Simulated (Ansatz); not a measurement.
Crystal: SiNi.

```
CELL_PARAMETERS angstrom
4.50369 0.00000 0.00000
0.00000 4.50369 0.00000
0.00000 0.00000 4.50369
ATOMIC_POSITIONS crystal
Ni 0.14950 0.14950 0.14950
Ni 0.64950 0.35050 0.85050
Ni 0.85050 0.64950 0.35050
Ni 0.35050 0.85050 0.64950
Si 0.84683 0.84683 0.84683
Si 0.34683 0.65317 0.15317
Si 0.15317 0.34683 0.65317
Si 0.65317 0.15317 0.34683
```

The cell is a database's computed one.

- Program: Ansatz 0.2.0
- Task: relaxation of cell and atoms
- Functional: BLYP
- Potentials or basis: Ansatz PAW
- Cutoff: 420 eV (not typed: the program's choice for these potentials)
- k mesh: 6 × 6 × 6
- Occupations: fermi-dirac, width 0.05 eV
- Spin: collinear spin, ferromagnetic start
- Starting moments: [1.0, 1.0, 1.0, 1.0, 0.0, 0.0, 0.0, 0.0] μB

At the start: volume 11.42 Å³/atom.

Question: How do energy, volume and symmetry change on relaxing?

Answer: It ends after 8 steps and the volume is 12.21 Å³/atom (+6.9 %); space group P2_13 (No. 198, to 0.05 Å); moment 0.00 μB per cell.

The path:
| step | energy change (eV) | largest force (eV/Å) | volume (Å³) |
| --- | --- | --- | --- |
| 1 | 0.0000 | 0.0659 | 91.35 |
| 2 | -0.1482 | 0.0637 | 94.34 |
| 3 | -0.1974 | 0.0400 | 97.17 |
| 4 | -0.1985 | 0.0148 | 97.32 |
| 5 | -0.1991 | 0.0143 | 97.61 |
| 6 | -0.2024 | 0.0144 | 97.61 |
| 7 | -0.2025 | 0.0099 | 97.67 |
| 8 | -0.2025 | 0.0099 | 97.67 |

Final structure:
```cif
data_structure
_symmetry_space_group_name_H-M 'P 1'
_symmetry_Int_Tables_number 1
_cell_length_a 4.6053
_cell_length_b 4.6053
_cell_length_c 4.6053
_cell_angle_alpha 90.000
_cell_angle_beta 90.000
_cell_angle_gamma 90.000
_cell_volume 97.67
loop_
_atom_site_label
_atom_site_type_symbol
_atom_site_fract_x
_atom_site_fract_y
_atom_site_fract_z
_atom_site_occupancy
Ni1 Ni 0.14691 0.14691 0.14691 1
Ni2 Ni 0.64691 0.35309 0.85309 1
Ni3 Ni 0.85309 0.64691 0.35309 1
Ni4 Ni 0.35309 0.85309 0.64691 1
Si1 Si 0.84460 0.84460 0.84460 1
Si2 Si 0.34460 0.65540 0.15540 1
Si3 Si 0.15540 0.34460 0.65540 1
Si4 Si 0.65540 0.15540 0.34460 1
```

Caveat: the plane-wave basis is chosen anew once the cell has moved, so the energies of steps on either side of that aren't comparable; the PAW data sets come from PBE, with cores solved anew for the run's functional, which leaves a small shift of forces and pressure; the starting moments weren't kept.
